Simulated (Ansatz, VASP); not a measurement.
## Fe: VASP beside Ansatz

File INCAR:

```
PREC = Accurate
ENCUT = 520
EDIFF = 1E-6
ISMEAR = -1
SIGMA = 0.08
LREAL = F
LASPH = T
NELM = 60
ALGO = Normal
ISIF = 2
LWAVE = F
LCHARG = F
GGA = PE
NBANDS = 15
```

File KPOINTS:

```
regular mesh
0
Gamma
  17 17 10
```

POSCAR

```
Fe
1.0
    2.4422445470      0.0000000000      0.0000000000
   -1.2211222735      2.1150458200      0.0000000000
    0.0000000000      0.0000000000      3.8546984657
Fe
2
Direct
    0.3333333333      0.6666666667      0.2500000000
    0.6666666667      0.3333333333      0.7500000000
```

Input for Ansatz:

```yaml
crystal:
  lattice:
    - [2.442244547, 0.0, 0.0]
    - [-1.2211222735, 2.11504582, 0.0]
    - [0.0, 0.0, 3.8546984657]
  atoms:
    - { symbol: Fe, position: [0.3333333333, 0.6666666667, 0.25] }
    - { symbol: Fe, position: [0.6666666667, 0.3333333333, 0.75] }
kpoints:
  mp_grid: { grid: [17, 17, 10] }
  band_path:
    path:
      - [0.0, 0.0, 0.0]
      - [0.5, 0.0, 0.0]
      - [0.3333333333, 0.3333333333, 0.0]
      - [0.0, 0.0, 0.0]
      - [0.0, 0.0, 0.5]
      - [0.5, 0.0, 0.5]
      - [0.3333333333, 0.3333333333, 0.5]
      - [0.0, 0.0, 0.5]
      - [0.5, 0.0, 0.5]
    npoints: 5
scf:
  occupations: { method: fermi_dirac, width: 0.08 }
hamiltonian:
  xc: pbe
  pseudopotentials: { kind: all_electron, lapw: { basis_error: 0.00025 } }
output:
  forces: true
  stress: true
  eigenvalues: true
```

Change from the starting cell: volume scaled by 1.01.

Alike in both runs: task single point; functional PBE; k mesh 17 × 17 × 10; occupations fermi-dirac, width 0.08 eV; no spin polarisation.

|  | VASP | Ansatz |
| --- | --- | --- |
| version | VASP 6.6.1 | Ansatz 0.2.0 |
| potentials or method | VASP PAW PBE potentials, release 64 (Fe) | all-electron LAPW, scalar-relativistic |
| plane-wave cutoff (eV) | 520 | see its input |

Ansatz gave:

```
pressure (GPa)                                  : 7.5
largest component of the traceless stress (GPa) : 0.78
```

**Question.** Estimate VASP's values.

**Answer.** Pressure (GPa): 6.9; largest component of the traceless stress (GPa): 0.66.

Ansatz ran all-electron here, so the differences hold the error of VASP's frozen core and of both bases.

Caveats: the run has no spin polarisation, though such a crystal can be magnetic. Spin polarisation is off, so any magnetic state and its effect on volume and gap are missing.
